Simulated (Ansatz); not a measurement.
# Si2Ni (Fm-3m) in Ansatz: single point with PBE

Aim: the single point of Si2Ni with PBE.

Everything below comes from runs of Ansatz 0.2.0. Logs are shortened: lines on timing, memory, paths and dates and some standing lists are left out, and cuts for length are marked.

## 1. The crystal as given

Symmetry: Fm-3m, No. 225, cubic system. Conventional cell: a = 5.406 Å, b = 5.406 Å, c = 5.406 Å, α = 90.00°, β = 90.00°, γ = 90.00°. Around Ni (site symmetry m-3m) lie 8 Si at 2.34 Å. Around Si (site symmetry -43m) lie 4 Ni at 2.34 Å.

## 2. Single point, PBE, collinear spin, ferromagnetic start

Contents of input.yaml:

```yaml
crystal:
  lattice:
    - [0.0, 2.703, 2.703]
    - [2.703, 0.0, 2.703]
    - [2.703, 2.703, 0.0]
  atoms:
    - { symbol: Ni, position: [0.0, 0.0, 0.0], spin: 2.5 }
    - { symbol: Si, position: [0.75, 0.75, 0.75] }
    - { symbol: Si, position: [0.25, 0.25, 0.25] }
hamiltonian:
  xc: pbe
  pseudopotentials: { kind: paw }
magnetization:
  spin_polarized: true
kpoints:
  mp_grid: { grid: [9, 9, 9] }
scf:
  occupations: { method: fermi_dirac, width: 0.05 }
output:
  forces: true
  stress: true
  eigenvalues: true
  write_density: true
  write_potential: true
  elf: true
  volumetric_format: npy
```

Potentials or basis: Ansatz PAW.

The run is started by

```bash
$ ansatz run input.yaml --threads 2 --pin off --max-ram 5120MiB --backend cpu --events-out ev --progress --plain --runs-dir out
```

The log of the run:

```text
Warning: where an SCF of this run starts from atoms to list the orders of its open shells, Ni (site 0, from 0) starts with 2.00 μB on its 3d shell, in the place of the 2.50 μB that the deck gives it: its open shells can hold no more by Hund's first rule. To start from spheres of the given moment, type scf.initial_density.shell_occupations: []
Warning: RAYON_NUM_THREADS=2 ignored (pool sized by the plan → 2); use --threads N
Engine: ansatz 0.2.0, aarch64-unknown-linux-gnu
Pseudopotentials: kind: paw
Pseudopotential: Ni, paw, valence charge 18, recommended cutoff 420 eV (normal), Ni.paw.azcp
Pseudopotential: Si, paw, valence charge 4, recommended cutoff 420 eV (normal), Si.paw.azcp
Functional definition: PBE
  parameter kappa = 0.804
  parameter beta = 0.06672455060314922
  exchange = pbe_x(kappa = kappa, mu = beta*pi^2/3)
  correlation = pbe_c(beta = beta)
Crystal: 3 atoms, lattice volume = 39.497 Å³
Basis set: ecut = 420 eV, 749 PW (Γ), exchange–correlation on 54×54×54 points (8 copies of the dense FFT grid, shifted against one another)
Bands: 19, of which v1, the nominal top of the filled ones, is band 13 counted from 1 (12 counted from 0)
Symmetry: 48 space group operations
Space group: Fm-3m (ITA 225), of the structure as read, at distance tolerance 3.4e-5 Å
Magnetic group: BNS 225.116 (UNI 1618), of the structure as read, at distance tolerance 3.4e-5 Å
k-points: 35 of 729
Non-local potential: Ni, projectors of the file, l = 0: 3, l = 1: 2, l = 2: 3, l = 3: 1
Non-local potential: Si, projectors of the file, l = 0: 2, l = 1: 2, l = 2: 2
PAW form: soft (Blöchl's): semilocal exchange-correlation on the pseudo side does not see the compensation charge
PAW one-centre angular grid: Ni, 590 points (default); XC on 64 Gauss nodes
PAW one-centre angular grid: Si, 110 points (default); XC on 64 Gauss nodes
Initial density: superposition of atomic densities (chi_scale 0.1, normalization cell)
Starting moments: Σ|m| = 2.5 μB on 1 of 3 sites
Initial wavefunctions: pseudopotential atomic-orbital guess
Functional: x = pbe(κ = 0.804, μ = 0.2195149727645171), c = pbe(β = 0.06672455060314922)
SCF iter   1: F=—  HF=-7112.016732 eV  |F-HF|=—  |Δ(HF+E_count)|=         —  Δρ=1.67e-1 (↑1.67e-1 ↓1.10e-1)  dr2=1.52e0  dr2_m=6.63e0  M=0.070 μB ∫|m|=0.275 μB  β_m=0.30  ethr=3.10e-3  ⟨swp⟩=5.9  Hψ=6461  notcnv=0
Mixer restart at iter 1: flushing history
preconditioner: auto → Kerker (q_TF=auto, 2.545 Å⁻¹)  [metal: Δε(μ)=0.045 eV  Ē_g=9.407 eV  σ=0.050 eV  W_gap=0.22  n_scr=14 (ndim 8)  ℏωp=25.1 eV  f_vac=0.000  D(μ)=0.60/eV (n_scr^D=0)]
spin=Collinear: Kerker preconditioning applied to the charge; magnetization (m = ρ↑ − ρ↓) channel mixes plain (no charge-response kernel on spin).
SCF iter   2: F=—  HF=-7111.290853 eV  |F-HF|=—  |Δ(HF+E_count)|=   7.26e-1  Δρ=1.16e-1 (↑8.30e-2 ↓1.16e-1)  dr2=1.21e0  dr2_m=3.48e0  M=0.085 μB ∫|m|=0.193 μB  β_m=0.58  ethr=3.10e-3  ⟨swp⟩=2.4  Hψ=2677  notcnv=0  defer=68
SCF iter   3: F=—  HF=-7112.743516 eV  |F-HF|=—  |Δ(HF+E_count)|=    1.45e0  Δρ=7.01e-2 (↑7.01e-2 ↓1.92e-2)  dr2=8.27e-1  dr2_m=5.67e-1  M=0.054 μB ∫|m|=0.100 μB  β_m=0.64  ethr=3.10e-3  ⟨swp⟩=3.2  Hψ=2851  notcnv=0  defer=75
SCF iter   4: F=—  HF=-7112.463135 eV  |F-HF|=—  |Δ(HF+E_count)|=   2.80e-1  Δρ=1.88e-2 (↑1.37e-2 ↓1.88e-2)  dr2=4.26e-1  dr2_m=2.71e-3  M=0.004 μB ∫|m|=0.016 μB  β_m=0.69  ethr=3.10e-3  ⟨swp⟩=2.2  Hψ=2783  notcnv=0  defer=76
SCF iter   5: F=—  HF=-7112.388976 eV  |F-HF|=—  |Δ(HF+E_count)|=   7.42e-2  Δρ=5.43e-3 (↑3.95e-3 ↓5.43e-3)  dr2=1.94e-2  dr2_m=3.43e-4  M=-0.002 μB ∫|m|=0.003 μB  β_m=0.85  ethr=1.64e-3  ⟨swp⟩=2.1  Hψ=1965  notcnv=0  defer=77
SCF iter   6: F=—  HF=-7112.397617 eV  |F-HF|=—  |Δ(HF+E_count)|=   8.64e-3  Δρ=3.92e-3 (↑3.92e-3 ↓3.88e-3)  dr2=1.51e-2  dr2_m=9.01e-7  M=0.000 μB ∫|m|=0.001 μB  β_m=0.92  ethr=7.47e-5  ⟨swp⟩=2.0  Hψ=2056  notcnv=0  defer=77
SCF iter   7: F=—  HF=-7112.397874 eV  |F-HF|=—  |Δ(HF+E_count)|=   2.57e-4  Δρ=4.94e-4 (↑4.02e-4 ↓4.94e-4)  dr2=3.68e-4  dr2_m=1.52e-6  M=0.000 μB ∫|m|=0.000 μB  β_m=0.96  ethr=5.81e-5  ⟨swp⟩=2.0  Hψ=1971  notcnv=0  defer=79
SCF iter   8: F=—  HF=-7112.398026 eV  |F-HF|=—  |Δ(HF+E_count)|=   1.52e-4  Δρ=2.13e-4 (↑2.13e-4 ↓1.94e-4)  dr2=5.12e-5  dr2_m=5.80e-8  M=-0.000 μB ∫|m|=0.000 μB  β_m=0.98  ethr=1.41e-6  ⟨swp⟩=2.1  Hψ=2038  notcnv=0  defer=79
SCF iter   9: F=—  HF=-7112.398033 eV  |F-HF|=—  |Δ(HF+E_count)|=   6.55e-6  Δρ=8.39e-5 (↑8.30e-5 ↓8.39e-5)  dr2=8.27e-6  dr2_m=8.02e-10  M=-0.000 μB ∫|m|=0.000 μB  β_m=0.99  ethr=1.97e-7  ⟨swp⟩=2.5  Hψ=1845  notcnv=0  defer=79
SCF iter  10: F=—  HF=-7112.398033 eV  |F-HF|=—  |Δ(HF+E_count)|=   1.40e-7  Δρ=7.50e-6 (↑7.50e-6 ↓5.99e-6)  dr2=5.52e-8  dr2_m=2.30e-10  M=-0.000 μB ∫|m|=0.000 μB  β_m=1.00  ethr=3.18e-8  ⟨swp⟩=2.2  Hψ=1666  notcnv=0  defer=79
SCF iter  11: F=-7112.398033 eV  HF=-7112.398033 eV  |F-HF|=2.36e-8  |Δ(HF+E_count)|=   9.87e-9  Δρ=4.75e-6 (↑4.57e-6 ↓4.75e-6)  dr2=2.55e-8  dr2_m=3.56e-12  M=-0.000 μB ∫|m|=0.000 μB  ethr=2.12e-10  ⟨swp⟩=10.6  Hψ=8820  notcnv=0
SCF 1 converged in 11 iterations: F = -7112.398033 eV  dr2 = 2.55e-8
WARN: the starting moments were not kept: the SCF closed with an absolute magnetisation of 1.9e-6 μB, where they sum to 2.5 μB in size (1 site). That is at most 0.1 of that sum. Measured as dr2_m measures the in/out step, that magnetisation stands 2.5e-12 eV from none, at or under the dr2_threshold of 1.0e-7 eV: it is no larger than a step whose dr2_m would equal this threshold. The system may hold no moment; this SCF shows only that its start led to no more than that. To try another start: raise the starting moments (crystal.atoms[].spin, magnetization.per_species, magnetization.initial_magnetization, or on a non-collinear deck that types none of these the spinor_matrix: blocks that start its atoms; where the total moment is fixed, keep their sum and leave initial_magnetization as it is; typed ones take the place of any that the run laid by itself, positive ones on a crystal's lanthanoids without a Hubbard term where scf.initial_density.shell_occupations: [] is typed) or, if the notice of its spin-set hold's release reads "site moments contracting" or "site moments show no strong build", lengthen the hold (scf.mixing.spin_hold: { on: { confirm: 4 } }; for m-r²SCAN on two components see the key's manual first). Each may lead to a state that holds a moment. A second SCF, from the converged charge density, with the starting moments and any scf.initial_density.shell_occupations laid on it anew, would have followed, and was not run: the deck does not ask for one (magnetization.retry_lost_moments is false, the default). To let it run, set magnetization.retry_lost_moments: true and run the deck again, where that key's refused combinations let it; where memory then withholds it, that run's warning says so.
SCF converged after 11 iterations
Magnetization: -0.0000 μB (13.0000 up, 13.0000 down)
Absolute magnetization: 0.0000 μB (∫|ρ↑−ρ↓|, with the PAW one-centre terms)
Spin contamination: 0.0000 ħ² per cell (⟨S²⟩ above its minimum at these occupations)
Per-site moments (μB) at R_I (Å): [(-5.99256795225767e-7, 0.9656074999021016), (-1.0223727891939184e-7, 0.9656074999021016), (-1.022372789006016e-7, 0.9656074999021018)]
Free energy (F): -7112.398033 eV
Harris-Foulkes:  -7112.398033 eV  (|F-HF|=2.36e-8)
Internal energy: -7112.390341 eV  (E = F + TS)
E sigma→0 (E₀):  -7112.394187 eV
Entropy (-TS):   -0.007692 eV (-2.564 meV/atom)
Fermi energy:    13.313413 eV
--- Per-component energies (eV) ---
  E_band       = -344.063158
  E_kinetic    = 370.704876
  E_local      = -4906.066981  (includes V_loc(G=0)·N_el)
  E_nonlocal   = 679.646011
  E_hartree    = 2121.943795
  E_xc         = -199.470132
  E_vxc        = -208.739253  (∫ρ·V_xc dr)
  E_paw        = -2651.299553  (= ΣΔE_a)
  E_vpaw       = -523.510627  (= ΣTr[D̂ρ^β])
  E_aug_tail   = 0.000498  (compensation charges beyond the density's cutoff)
  E_ewald      = -2527.848854
  E_smearing   = -0.007692  (= −TS)
  E_closure    = 0.000000  (closes the sum)
  Σ components = -7112.398033   (vs F -7112.398033, Δ=0.00e0)
--- Forces (eV/Å), atoms counted from 1 ---
  atom   1  Ni    -0.00000000     0.00000000    -0.00000000
  atom   2  Si    -0.00000000     0.00000000    -0.00000000
  atom   3  Si     0.00000000    -0.00000000     0.00000000
  max |Σ_I F_I| component: 1.85e-17 eV/Å
--- Stress (GPa, compression-positive) ---
        3.819558      -0.000000       0.000000
       -0.000000       3.819558      -0.000000
       -0.000000      -0.000000       3.819558
  P = ⅓ Tr σ = 3.8196 GPa (38.196 kbar)
--- Band table (eV; the first three rows and the last of 70) ---
  k-point 0 ↑: bands = ["-91.3361", "-51.7328", "-51.7328", "-51.7328", "-0.5901", "8.0744", "8.0744", "8.0744", "9.7814", "9.7814", "12.9786", "15.0065", "15.0065", "15.0065", "15.5374", "15.5374", "15.5374", "17.9973", "17.9973"]
  k-point 1 ↑: bands = ["-91.3361", "-51.7329", "-51.7328", "-51.7328", "-0.4071", "7.7019", "8.1322", "8.1322", "9.7483", "9.7483", "12.5900", "13.8831", "14.2613", "14.2613", "16.2256", "16.2256", "17.1825", "17.5051", "17.5051"]
  k-point 2 ↑: bands = ["-91.3361", "-51.7332", "-51.7328", "-51.7328", "0.1364", "6.6964", "8.2777", "8.2777", "9.7006", "9.7006", "11.1426", "13.3685", "13.3685", "14.2324", "15.9103", "15.9103", "16.9070", "18.3368", "18.3368"]
  k-point 34 ↓: bands = ["-91.3361", "-51.7335", "-51.7333", "-51.7331", "3.7931", "4.5963", "6.4837", "6.7347", "9.3910", "9.5653", "9.8302", "10.1606", "10.8909", "15.0156", "15.8346", "17.6157", "19.2923", "21.2752", "22.0980"]
```

Wall time 2.3 s (2 threads of Arm Neoverse V2, shared host); peak memory 0.34 GiB.

What came out:

* Free energy: -7112.3980 eV
* Pressure: 3.8 GPa
* Band gap on the k mesh: none (metal or under the smearing width)
* Net moment: 0.00 μB per cell
* Absolute moment: 0.00 μB per cell

Caveat: the starting moments collapsed, and a magnetic state may lie lower; the starting moments weren't kept.
